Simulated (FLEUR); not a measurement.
# K (Im-3m) in FLEUR: further runs, part 2 of 2

FLEUR MaX-R8.1 (later development tree). The steps go on from the part before.

## Step 3: Equation of state, Wu-Cohen GGA, 73.81 Å³/atom (volume scaled by 0.94)

File inp.xml:

```xml
<?xml version="1.0" encoding="UTF-8" standalone="no"?>
<fleurInput fleurInputVersion="0.39">
   <comment>
      K                                                                                                   
   </comment>
   <calculationSetup>
      <cutoffs Kmax="4.1" Gmax="12.7" GmaxXC="12.7" numbands="0"/>
      <scfLoop itmax="60" minDistance="0.00001" maxIterBroyd="15" imix="Anderson" alpha="0.05" precondParam="0.0" spinf="2.0" sdNocoIR="T"/>
      <coreElectrons ctail="T" frcor="F" kcrel="0" coretail_lmax="0"/>
      <xcFunctional name="wc" relativisticCorrections="F"/>
      <magnetism jspins="1"/>
      <soc l_soc="F" theta="0.0" phi="0.0" spav="F"/>
      <expertModes spex="0" secvar="F"/>
      <geometryOptimization l_f="F" forcealpha="1.0" forcemix="BFGS" epsdisp="0.00001" epsforce="0.00001"/>
      <ldaU l_linMix="F" mixParam="0.05" spinf="1.0"/>
   </calculationSetup>
   <cell>
      <bzIntegration valenceElectrons="9.0" mode="hist" fermiSmearingEnergy="0.00183747">
         <kPointListSelection listName="default-1"/>
         <!-- k-points included here -->
         <xi:include xmlns:xi="http://www.w3.org/2001/XInclude" href="kpts.xml"> </xi:include>
      </bzIntegration>
      <!-- symmetry operations included here -->
      <xi:include xmlns:xi="http://www.w3.org/2001/XInclude" href="sym.xml"> </xi:include>
      <bulkLattice scale="0.9795861087">
         <bravaisMatrix>
            <row-1>   -5.0976468016452152     5.0976468016452152     5.0976468016452152</row-1>
            <row-2>    5.0976468016452152    -5.0976468016452152     5.0976468016452152</row-2>
            <row-3>    5.0976468016452152     5.0976468016452152    -5.0976468016452152</row-3>
         </bravaisMatrix>
      </bulkLattice>
   </cell>
   <atomSpecies>
      <species name="Potassium (K)" element="K" atomicNumber="19">
         <mtSphere radius="2.66" gridPoints="879" logIncrement="0.014"/>
         <atomicCutoffs lmax="11" lnonsphr="8"/>
         <electronConfig flipSpins="F">
            <coreConfig>(1s1/2) (2s1/2) (2p1/2) (2p3/2)</coreConfig>
            <valenceConfig>(3s1/2) (3p1/2) (3p3/2) (4s1/2)</valenceConfig>
            <stateOccupation state="(4s1/2)" spinUp="0.500000" spinDown="0.500000"/>
         </electronConfig>
         <energyParameters s="4" p="3" d="3" f="4"/>
         <lo type="SCLO" l="0" n="3" eDeriv="0"/>
         <lo type="HELO" l="1" n="4" eDeriv="0"/>
         <lo type="HELO" l="1" n="4" eDeriv="1"/>
         <lo type="SCLO" l="2" n="3" eDeriv="2"/>
         <lo type="SCLO" l="3" n="4" eDeriv="2"/>
      </species>
   </atomSpecies>
   <atomGroups>
      <atomGroup species="Potassium (K)">
         <relPos label="                   1">.0000000000 .0000000000 .0000000000</relPos>
         <force calculate="T" relaxXYZ="TTT"/>
      </atomGroup>
   </atomGroups>
   <output dos="F" band="F" slice="F">
      <checks vchk="F" cdinf="F"/>
      <bandDOS minEnergy="-.5*Htr" maxEnergy="0.5*Htr" sigma="0.015" storeEVData="T"/>
      <vacuumDOS vacdos="F" integ="F" star="F" nstars="0" locx1="0.0" locy1="0.0" locx2="0.0" locy2="0.0" nstm="0" tworkf="0.0"/>
      <unfoldingBand unfoldBand="F" supercellX="1" supercellY="1" supercellZ="1"/>
      <plotting iplot="0" polar="F">
         <plot TwoD="T" vec1="  1.0  0.0  0.0" vec2="  0.0  1.0  0.0" vec3="  0.0  0.0  1.0" zero="  0.0  0.0  0.0" file="plot"/>
      </plotting>
      <chargeDensitySlicing numkpt="0" minEigenval="0.0" maxEigenval="0.0" nnne="0" pallst="F"/>
      <specialOutput eonly="F"/>
      <moessbauerParams electricFieldGradient="T" isomerShift="T" coreHyperfine="T" valenceHyperfine="T"/>
      <magneticCircularDichroism mcd="F" energyLo="-10.0" energyUp="0.0"/>
   </output>
  <!-- We include the file relax.xml here to enable relaxations (see documentation) -->
  <xi:include xmlns:xi="http://www.w3.org/2001/XInclude" href="relax.xml"> <xi:fallback/> </xi:include>
</fleurInput>
```

Potentials or basis: all-electron, FLAPW.

The run is started by

```sh
$ inpgen -f crystal.txt -profile fastHighL
$ # inp.xml edited to the form shown
$ fleur_MPI
```

The program printed:

```text
Welcome to FLEUR        (www.flapw.de)
      MaX-Release 8.1          (www.max-centre.eu)

 ========== k-point set info ==========
 Selected k-point list: default-1
 k-point list type: mesh
 7 x 7 x 7
 Number of k points: 20

 ------------Calculation Setup---------------------------
 Number of MPI-tasks      :            1
 Number of PE/node        :            1
 Number of OMP-threads    :            1
 Most efficient MPI parallelization for:
           1           2           4           5          10          20
 Additional eigenvalue parallelization possible
 Number of basis functions:          638
 Approximate size of matrices (H+S) per k-point:         0.006 GB
 --------------------------------------------------------
 Iteration:     1   Distance:       0.71788031 me/bohr^3
 Iteration:     2   Distance:       0.67694499 me/bohr^3
 Iteration:     3   Distance:       0.22982375 me/bohr^3
 Iteration:     4   Distance:       0.03158695 me/bohr^3
 Iteration:     5   Distance:       0.02660882 me/bohr^3
 Iteration:     6   Distance:       0.00250703 me/bohr^3
 Iteration:     7   Distance:       0.00215993 me/bohr^3
 Iteration:     8   Distance:       0.00023952 me/bohr^3
 Iteration:     9   Distance:       0.00026671 me/bohr^3
 Iteration:    10   Distance:       0.00001404 me/bohr^3
 Iteration:    11   Distance:       0.00000068 me/bohr^3

 ********************************************************************
 Run finished successfully
 Stop message:
   all done
 ********************************************************************
```

out.xml (last iteration):

```text
<iteration numberForCurrentRun="   11" overallNumber="   11">
         <energyParameters units="Htr">
            <atomicEP atomType="1" spin="1" branch="4s" branchLowest="-1.09" branchHighest="1.94" value="0.0924402560"/>
            <atomicEP atomType="1" spin="1" branch="3p" branchLowest="-10.14" branchHighest="-0.43" value="-0.5345383359"/>
            <atomicEP atomType="1" spin="1" branch="3d" branchLowest="-9.99" branchHighest="0.57" value="0.2036803385"/>
            <atomicEP atomType="1" spin="1" branch="4f" branchLowest="-9.99" branchHighest="2.36" value="0.4413701950"/>
            <loAtomicEP atomType="1" spin="1" branch="3s" branchLowest="-12.82" branchHighest="-1.09" value="-1.1416446851"/>
            <heloAtomicEP atomType="1" spin="1" branch="4p" branchLowest="1.50" branchHighest="1.50" value="1.5015571403"/>
            <heloAtomicEP atomType="1" spin="1" branch="4p" branchLowest="1.50" branchHighest="1.50" value="1.5015571403"/>
            <loAtomicEP atomType="1" spin="1" branch="3d" branchLowest="-9.99" branchHighest="0.57" value="0.2036094895"/>
            <loAtomicEP atomType="1" spin="1" branch="4f" branchLowest="-9.99" branchHighest="2.36" value="0.4413726500"/>
         </energyParameters>
         <eigenvalues>
            <eigenvaluesAt spin="1" ikpt="1" k_x="0.00000000" k_y="0.00000000" k_z="0.00000000">
                      -1.1412946206       -0.5352072059       -0.5352072059       -0.5352072059       -0.0421954317
                       0.1944586896        0.1944586896        0.1944586896
            </eigenvaluesAt>
            <eigenvaluesAt spin="1" ikpt="2" k_x="0.00000000" k_y="0.00000000" k_z="0.14285714">
                      -1.1412665074       -0.5356742823       -0.5353633737       -0.5352063221       -0.0329782069
                       0.1777949132        0.1836610369        0.2017116053
            </eigenvaluesAt>
            <eigenvaluesAt spin="1" ikpt="3" k_x="0.00000000" k_y="0.00000000" k_z="0.28571429">
[... 20 lines left out ...]
            <state n="2" l="0" j="0.5" energy="-12.8174516057" weight="1.0000000000"/>
            <state n="2" l="1" j="0.5" energy="-10.2080181351" weight="1.0000000000"/>
            <state n="2" l="1" j="1.5" energy="-10.1016960949" weight="2.0000000000"/>
         </coreStates>
         <allElectronCharges>
            <spinDependentCharge spin="1" total="19.0000000" interstitial="1.1927464" mtSpheres="17.8072536"/>
            <totalCharge value="18.9999999986"/>
         </allElectronCharges>
         <moessbauerParams unitsHFF="kG" unitsIS="e/bohr^3" unitsEFG="Htr/bohr^2">
            <coreIsomerShift atomType="1" isTotal="5149.22282">
               <shell n="1" l="0" isomerShift="4754.95345"/>
               <shell n="2" l="0" isomerShift="393.23317"/>
               <shell n="2" l="1" isomerShift="1.03620"/>
            </coreIsomerShift>
            <isomerShift atomType="1" nucleusRadius="0.0000802" averageDensity="5197.36441"/>
            <electricFieldGradient atomType="1" VXX="0.00000" VYY="0.00000" VZZ="0.00000" asymParam="0.00000">
            </electricFieldGradient>
         </moessbauerParams>
         <totalEnergy                                    value="     -601.8157455531" units="Htr">
            <sumOfEigenvalues                            value="     -350.3682327033">
               <coreElectrons value="-344.8753652546"/>
               <valenceElectrons value="-5.4928674487"/>
            </sumOfEigenvalues>
            <densityCoulombPotentialIntegral value="-913.2261492953"/>
            <densityEffectivePotentialIntegral value="-956.3147464408"/>
            <chargeDenXCDenIntegral value="-33.0894478313"/>
            <FockExchangeEnergyValence value="0.0000000000"/>
            <FockExchangeEnergyCore value="0.0000000000"/>
            <atomTypeDependentContributions atomType="1">
               <electronNucleiInteractionDifferentMTs value="713.9210053449"/>
               <MadelungTerm value="-4.1387314667"/>
            </atomTypeDependentContributions>
            <tkbTimesEntropy value="0.0002563530"/>
            <freeEnergy value="-601.8160019061"/>
            <extrapolationTo0K value="-601.8158737296"/>
         </totalEnergy>
         <densityConvergence units="me/bohr^3">
            <chargeDensity spin="1" distance="0.0000006759"/>
         </densityConvergence>
      </iteration>
```

Wall time 22 s (1 thread of Arm Neoverse V2, shared host); peak memory 0.08 GiB.

What came out:

```
Free energy                                           : -16376.2477 eV
Band gap on the k mesh                                : none (metal or under the smearing width)
Valence electrons inside the program's atomic spheres : K 7.81 (radii K 2.66 bohr)
```

## Step 4: Equation of state, Wu-Cohen GGA, 75.38 Å³/atom (volume scaled by 0.96)

Changes to inp.xml since step 3:

```diff
@@ -24,3 +24,3 @@
       <xi:include xmlns:xi="http://www.w3.org/2001/XInclude" href="sym.xml"> </xi:include>
-      <bulkLattice scale="0.9795861087">
+      <bulkLattice scale="0.9864848297">
          <bravaisMatrix>
```

The run is started by

```sh
$ inpgen -f crystal.txt -profile fastHighL
$ # inp.xml edited to the form shown
$ fleur_MPI
```

It took 22 s on 1 thread of Arm Neoverse V2, shared host; peak memory 0.08 GiB.

Results (log left out):

* Free energy: -16376.2468 eV
* Band gap on the k mesh: none (metal or under the smearing width)
* Valence electrons inside the program's atomic spheres: K 7.81 (radii K 2.66 bohr)

## Step 5: Equation of state, Wu-Cohen GGA, 78.52 Å³/atom

Changes to inp.xml since step 4:

```diff
@@ -24,3 +24,3 @@
       <xi:include xmlns:xi="http://www.w3.org/2001/XInclude" href="sym.xml"> </xi:include>
-      <bulkLattice scale="0.9864848297">
+      <bulkLattice scale="1.0000000000">
          <bravaisMatrix>
```

The run is started by

```sh
$ inpgen -f crystal.txt -profile fastHighL
$ # inp.xml edited to the form shown
$ fleur_MPI
```

It took 27 s on 1 thread of Arm Neoverse V2, shared host; peak memory 0.08 GiB.

Results (log left out):

```yaml
Free_energy: -16376.2431 eV
Band_gap_on_the_k_mesh: none (metal or under the smearing width)
Valence_electrons_inside_the_program's_atomic_spheres: K 7.80 (radii K 2.66 bohr)
```

## Step 6: Equation of state, Wu-Cohen GGA, 81.66 Å³/atom (volume scaled by 1.04)

Changes to inp.xml since step 5:

```diff
@@ -24,3 +24,3 @@
       <xi:include xmlns:xi="http://www.w3.org/2001/XInclude" href="sym.xml"> </xi:include>
-      <bulkLattice scale="1.0000000000">
+      <bulkLattice scale="1.0131594038">
          <bravaisMatrix>
```

Potentials or basis: all-electron, FLAPW.

The run is started by

```sh
$ inpgen -f crystal.txt -profile fastHighL
$ # inp.xml edited to the form shown
$ fleur_MPI
```

Run time: 28 s. Hardware: 1 thread of Arm Neoverse V2, shared host; peak memory 0.08 GiB.

It converged, with:

```yaml
Free_energy: -16376.2375 eV
Band_gap_on_the_k_mesh: none (metal or under the smearing width)
Valence_electrons_inside_the_program's_atomic_spheres: K 7.80 (radii K 2.66 bohr)
```

## Step 7: Equation of state, Wu-Cohen GGA, 83.23 Å³/atom (volume scaled by 1.06)

Changes to inp.xml since step 6:

```diff
@@ -24,3 +24,3 @@
       <xi:include xmlns:xi="http://www.w3.org/2001/XInclude" href="sym.xml"> </xi:include>
-      <bulkLattice scale="1.0131594038">
+      <bulkLattice scale="1.0196128224">
          <bravaisMatrix>
```

The run is started by

```sh
$ inpgen -f crystal.txt -profile fastHighL
$ # inp.xml edited to the form shown
$ fleur_MPI
```

Wall time 29 s (1 thread of Arm Neoverse V2, shared host); peak memory 0.08 GiB.

It converged, with:

- Free energy: -16376.2341 eV
- Band gap on the k mesh: none (metal or under the smearing width)
- Valence electrons inside the program's atomic spheres: K 7.80 (radii K 2.66 bohr)

## Step 8: Equation of state, Wu-Cohen GGA

No new run: the results of the series are fitted here.

What came out:

```
Equilibrium volume : 72.48 Å³/atom (rough: see the caveat)
Bulk modulus       : 3.5 GPa (rough)
```

Energy against volume, from the lowest point:
```tsv
volume (Å³/atom)	energy (meV/atom)
73.807	0.00
75.378	0.92
78.519	4.54
81.659	10.16
83.230	13.60
```

Caveat: the minimum lies outside the volumes run.
